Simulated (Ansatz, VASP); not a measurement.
## Two plane-wave programs on Rh

```
Rh
1.0
     0.00000    2.75624    2.75624
     2.75624    0.00000    2.75624
     2.75624    2.75624    0.00000
Rh
2
Cartesian
  -0.6891 -0.6891 -0.6891
  0.6891 0.6891 0.6891
```

Alike in both runs: functional PBE; k mesh 13 × 13 × 13; occupations fermi-dirac, width 0.05 eV; no spin polarisation.

Ansatz relaxed the structure, and its values are those at the end. VASP's run is a single point on that final structure, the one shown.

|  | VASP | Ansatz |
| --- | --- | --- |
| version | VASP 6.6.1 | Ansatz 0.2.0 |
| potentials or method | VASP PAW PBE potentials, release 64 (Rh_pv) | PAW with Ansatz's default frozen-core files, scalar-relativistic |
| plane-wave cutoff (eV) | 520 | 420 |
| valence electrons in the cell | 30 | 34 |

|  | VASP | Ansatz | Ansatz less VASP |
| --- | --- | --- | --- |
| pressure (GPa) | 0.1 | 0.0 | -0.13 |

With one functional, cell and mesh, what is left measures potentials, basis and numerics. The two sets of potentials don't hold the same shells in valence.
